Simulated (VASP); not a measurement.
# CdTe (F-43m) in VASP: notebook, part 2 of 2

VASP 6.6.1. The steps go on from the part before.

## (3) Single point, TB-mBJ

POSCAR reads:

```
CdTe
1.0
    0.0000000000      3.2050000000      3.2050000000
    3.2050000000      0.0000000000      3.2050000000
    3.2050000000      3.2050000000      0.0000000000
Te Cd
1 1
Direct
    0.7500000000      0.7500000000      0.7500000000
    0.0000000000      0.0000000000      0.0000000000
```

INCAR.step1 reads:

```
SYSTEM = CdTe
ALGO     = Normal         ! electronic algorithm
EDIFF    = 1E-5           ! SCF threshold, eV
ENCUT    = 520            ! plane-wave cutoff, eV
GGA      = PE             ! functional
ISIF     = 2              ! what is computed and relaxed
ISMEAR   = 0              ! smearing method
LASPH    = .True.         ! aspherical terms in the spheres
LREAL    = .False.        ! projectors in reciprocal space
LWAVE    = .True.         ! write WAVECAR
NBANDS   = 16             ! bands
NELM     = 60             ! most SCF steps
PREC     = Accurate       ! precision mode
SIGMA    = 0.05           ! smearing width, eV
```

INCAR.step2 reads:

```
SYSTEM = CdTe
ALGO     = Normal         ! electronic algorithm
EDIFF    = 1E-7           ! SCF threshold, eV
ENCUT    = 520            ! plane-wave cutoff, eV
ISIF     = 2              ! what is computed and relaxed
ISMEAR   = 0              ! smearing method
ISTART   = 1            
LASPH    = .True.         ! aspherical terms in the spheres
LCHARG   = .True.         ! write CHGCAR
LELF     = .True.         ! ELF
LREAL    = .False.        ! projectors in reciprocal space
LVHAR    = .True.       
LWAVE    = .False.        ! write WAVECAR
METAGGA  = MBJ            ! meta-GGA
NBANDS   = 16             ! bands
NELM     = 60             ! most SCF steps
PREC     = Accurate       ! precision mode
SIGMA    = 0.05           ! smearing width, eV
```

KPOINTS reads:

```
k-points
0
Gamma
  7 7 7
  0 0 0
```

Potentials or basis: VASP PAW PBE potentials, release 54 (Te, Cd).

Started as:

```console
cat potpaw_PBE.54/Te/POTCAR potpaw_PBE.54/Cd/POTCAR > POTCAR
cp INCAR.step1 INCAR
mpirun -np 1 vasp_std > vasp.out
cp INCAR.step2 INCAR
mpirun -np 1 vasp_std > vasp.out
```

OUTCAR:

```text
SYSTEM = CdTe
   EDIFF = 1E-7
   ENCUT = 520
   ISIF = 2
   ISMEAR = 0
   ISTART = 1
   LASPH = .True.
   LREAL = .False.
   METAGGA = MBJ
   NELM = 60
   PREC = Accurate

 ion  position               nearest neighbor table
   1  0.750  0.750  0.750-   2 2.78   2 2.78   2 2.78   2 2.78
   2  0.000  0.000  0.000-   1 2.78   1 2.78   1 2.78   1 2.78

  LATTYP: Found a face centered cubic cell.
 ALAT       =     6.4100000000

  Lattice vectors:

 A1 = (   0.0000000000,   3.2050000000,   3.2050000000)
 A2 = (   3.2050000000,   0.0000000000,   3.2050000000)
 A3 = (   3.2050000000,   3.2050000000,   0.0000000000)

Analysis of symmetry for initial positions (statically):
=====================================================================
 Subroutine PRICEL returns:
 Original cell was already a primitive cell.

 Routine SETGRP: Setting up the symmetry group for a
 face centered cubic supercell.

 Subroutine GETGRP returns: Found 24 space group operations
 (whereof 24 operations were pure point group operations)
[... 157 lines left out ...]
  free energy    TOTEN  =       593.44756092 eV

  energy without entropy =      593.44756092  energy(sigma->0) =      593.44756092

 E-fermi :   2.9901     XC(G=0):  -7.6878

 val. band max:        2.7343193589   @ k =   0.0000   0.0000   0.0000
 cond. band min:       4.6494046784   @ k =   0.0000   0.0000   0.0000
 fundamental gap:      1.9150853195
 Fermi energy:         2.9900588560

 k-point     1 :       0.0000    0.0000    0.0000
  band No.  band energies     occupation
      1      -8.3553      2.00000
      2      -5.7013      2.00000
      3      -5.7013      2.00000
      4      -5.7011      2.00000
      5      -5.4068      2.00000
      6      -5.4068      2.00000
[... 357 lines left out ...]
      3      -5.5643      2.00000
      4      -5.4409      2.00000
      5      -5.4019      2.00000
      6      -4.7825      2.00000
[... 8 lines left out ...]
     15      13.3228      0.00000
     16      15.3684      0.00000

------------------------ aborting loop because EDIFF is reached ----------------------------------------

  FORCE on cell =-STRESS in cart. coord.  units (eV):
  Direction    XX          YY          ZZ          XY          YZ          ZX
  --------------------------------------------------------------------------------------
  -------------------------------------------------------------------------------------
  Total      -14.3022895    -14.3022895    -14.3022895      0.0000000     -0.0000000     -0.0000000
  in kB     -348.0182759   -348.0182759   -348.0182759      0.0000000     -0.0000000     -0.0000000
  external PRESSURE =    -348.0182759 kB  Pullay stress =       0.0000000 kB

 VOLUME and BASIS-vectors are now :
 -----------------------------------------------------------------------------
  energy-cutoff  :      520.00
  volume of cell :       65.84
      direct lattice vectors                 reciprocal lattice vectors
     0.000000000  3.205000000  3.205000000    -0.156006240  0.156006240  0.156006240
     3.205000000  0.000000000  3.205000000     0.156006240 -0.156006240  0.156006240
     3.205000000  3.205000000  0.000000000     0.156006240  0.156006240 -0.156006240

 POSITION                                       TOTAL-FORCE (eV/Angst)
 -----------------------------------------------------------------------------------
      4.80750      4.80750      4.80750        -0.000000     -0.000000     -0.000000
      0.00000      0.00000      0.00000         0.000000      0.000000      0.000000
 -----------------------------------------------------------------------------------
    total drift:                               -0.000014     -0.000014     -0.000015

  FREE ENERGIE OF THE ION-ELECTRON SYSTEM (eV)
  ---------------------------------------------------
  free  energy   TOTEN  =       593.4475609203 eV

  energy  without entropy=      593.4475609203  energy(sigma->0) =      593.44756092
```

OUTCAR.step1:

```text
SYSTEM = CdTe
   EDIFF = 1E-5
   ENCUT = 520
   GGA = PE
   ISIF = 2
   ISMEAR = 0
[... 597 lines left out ...]
      4.80750      4.80750      4.80750        -0.000000     -0.000000      0.000000
      0.00000      0.00000      0.00000         0.000000      0.000000     -0.000000
 -----------------------------------------------------------------------------------
    total drift:                                0.000000      0.000000      0.000000

  FREE ENERGIE OF THE ION-ELECTRON SYSTEM (eV)
  ---------------------------------------------------
  free  energy   TOTEN  =        -4.7252516941 eV

  energy  without entropy=       -4.7252516941  energy(sigma->0) =       -4.72525169
```

OSZICAR.step1:

```text
N       E                     dE             d eps       ncg     rms          rms(c)
DAV:   1     0.101386879540E+03    0.10139E+03   -0.82818E+03   640   0.978E+02
DAV:   2    -0.120705886987E+01   -0.10259E+03   -0.97347E+02   760   0.238E+02
DAV:   3    -0.491755819196E+01   -0.37105E+01   -0.37042E+01   792   0.471E+01
DAV:   4    -0.495332668707E+01   -0.35768E-01   -0.35766E-01   952   0.395E+00
DAV:   5    -0.495340755717E+01   -0.80870E-04   -0.80870E-04   840   0.184E-01    0.603E+00
DAV:   6    -0.473989901450E+01    0.21351E+00   -0.36822E-01   744   0.754E+00    0.485E+00
DAV:   7    -0.472403009875E+01    0.15869E-01   -0.11294E-01   760   0.220E+00    0.180E+00
DAV:   8    -0.472485585253E+01   -0.82575E-03   -0.11478E-02   720   0.124E+00    0.495E-01
DAV:   9    -0.472515873709E+01   -0.30288E-03   -0.95537E-04   800   0.336E-01    0.120E-01
DAV:  10    -0.472521566637E+01   -0.56929E-04   -0.11368E-04   808   0.102E-01    0.563E-02
DAV:  11    -0.472525269054E+01   -0.37024E-04   -0.71835E-05   712   0.591E-02    0.336E-02
DAV:  12    -0.472525169409E+01    0.99645E-06   -0.27993E-06   576   0.160E-02
   1 F= -.47252517E+01 E0= -.47252517E+01  d E =-.144125E-15
```

Wall time 68 s (1 thread of AMD EPYC 9R45 (Zen 5), shared host); peak memory 0.19 GiB.

What came out:

* Band gap on the k mesh: 1.92 eV, direct

Caveat: the PAW data sets were made with another functional, which shifts forces and pressure a little; spin-orbit coupling is left out, which moves the levels of the heavy elements.

## (4) How close it comes

Step 3. A measured gap of CdTe is 1.607 eV (0 K; a printed reference work, data compilation); the calculated 1.92 eV misses it by +0.31 eV. Spin-orbit coupling on Cd, Te is left out. The value is that of TB-mBJ, without temperature or zero-point motion.
